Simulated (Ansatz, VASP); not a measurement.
## Ca in VASP and in Ansatz

File INCAR:

```
ALGO = Normal
EDIFF = 1E-7
ENCUT = 520
GGA = PE
ISIF = 2
ISMEAR = -1
LASPH = True
LCHARG = False
LREAL = False
LWAVE = False
NBANDS = 17
NELM = 100
PREC = Accurate
SIGMA = 0.05
```

The input KPOINTS:

```
k-points
0
Gamma
  8 8 4
```

The input POSCAR:

```
Ca
1.0
    3.9262096223      0.0000000000      0.0000000000
   -1.9631048112      3.4001972736      0.0000000000
    0.0000000000      0.0000000000      6.4318810899
Ca
2
Direct
    0.6666666667      0.3333333333      0.7500000000
    0.3333333333      0.6666666667      0.2500000000
```

File input.yaml:

```yaml
crystal:
  lattice:
    - [3.9262096223, 0.0, 0.0]
    - [-1.9631048112, 3.4001972736, 0.0]
    - [0.0, 0.0, 6.4318810899]
  atoms:
    - { symbol: Ca, position: [0.6666666667, 0.3333333333, 0.75] }
    - { symbol: Ca, position: [0.3333333333, 0.6666666667, 0.25] }
hamiltonian:
  xc: pbe
  pseudopotentials: { kind: paw }
kpoints:
  mp_grid: { grid: [8, 8, 4] }
scf:
  occupations: { method: fermi_dirac, width: 0.05 }
output:
  forces: true
  stress: true
  eigenvalues: true
```

Change from the starting cell: volume scaled by 0.96.

Alike in both runs: task single point; functional PBE; k mesh 8 × 8 × 4; occupations fermi-dirac, width 0.05 eV; no spin polarisation.

|  | VASP | Ansatz |
| --- | --- | --- |
| version | VASP 6.6.1 | Ansatz 0.2.0 |
| potentials or method | VASP PAW PBE potentials, release 64 (Ca_sv) | Ansatz PAW |
| plane-wave cutoff (eV) | 520 | 420 |
| valence electrons in the cell | 20 | 20 |

|  | VASP | Ansatz | Ansatz less VASP |
| --- | --- | --- | --- |
| gap on the k mesh at the Fermi level (eV) | none | none | - |
| pressure (GPa) | -0.2 | -0.2 | -0.01 |
| largest component of the traceless stress (GPa) | 0.23 | 0.23 | -0.002 |

A gap of «none» marks a metal or a gap that the smearing closes.
